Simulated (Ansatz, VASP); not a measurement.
## Rh in VASP and in Ansatz

The input INCAR:

```
PREC = Accurate ; ENCUT = 600
EDIFF = 1E-6 ; ISMEAR = -1
SIGMA = 0.1 ; LREAL = F
LASPH = T ; NELM = 100
ALGO = Normal ; ISIF = 3
LWAVE = F ; LCHARG = F
GGA = PE ; IBRION = 2
NSW = 80 ; EDIFFG = -0.01
```

File KPOINTS:

```
Automatic mesh
0
Gamma
  14 14 14
```

File POSCAR:

```
Rh
1.0
    0.0000000000      1.9015500000      1.9015500000
    1.9015500000      0.0000000000      1.9015500000
    1.9015500000      1.9015500000      0.0000000000
Rh
1
Direct
    0.0000000000      0.0000000000      0.0000000000
```

Input for Ansatz:

```yaml
crystal:
  lattice:
    - [0.0, 1.90155, 1.90155]
    - [1.90155, 0.0, 1.90155]
    - [1.90155, 1.90155, 0.0]
  atoms:
    - { symbol: Rh, position: [0.0, 0.0, 0.0] }
hamiltonian:
  xc: pbe
  pseudopotentials:
    kind: paw
    azcp:
      Rh: "pseudopotentials/Rh.paw.azcp"
basis:
  ecutwfc: 420
  fft_grid_basis: typed
kpoints:
  mp_grid: { grid: [14, 14, 14], shift: [0, 0, 0] }
magnetization:
  spin_polarized: false
scf:
  occupations: { method: fermi_dirac, width: 0.1 }
relax:
  max_steps: 60
  f_tol: 0.01
  cell: {}
```

Alike in both runs: task relaxation of cell and atoms; functional PBE; k mesh 14 × 14 × 14; occupations fermi-dirac, width 0.1 eV; no spin polarisation.

|  | VASP | Ansatz |
| --- | --- | --- |
| version | VASP 6.6.1 | Ansatz 0.2.0 |
| potentials or method | VASP PAW PBE potentials, release 64 (Rh_pv) | plane waves (420 eV) with PAW, scalar-relativistic |
| plane-wave cutoff (eV) | 600 | 420 |
| valence electrons in the cell | 15 | 17 |

|  | VASP | Ansatz | Ansatz less VASP |
| --- | --- | --- | --- |
| relaxed volume (Å³/atom) | 14.07 | 14.07 | -0.001 |
| relaxed cell length with the largest relative difference (Å) | 2.710 | 2.710 | 0.0000 |
| energy change over the relaxation (meV/atom) | -6 | -6 | -0.2 |

The two sets of potentials don't hold the same shells in valence.

PBE usually gives volumes a little too large and moduli too small. Zero-point motion and thermal expansion aren't in these numbers.
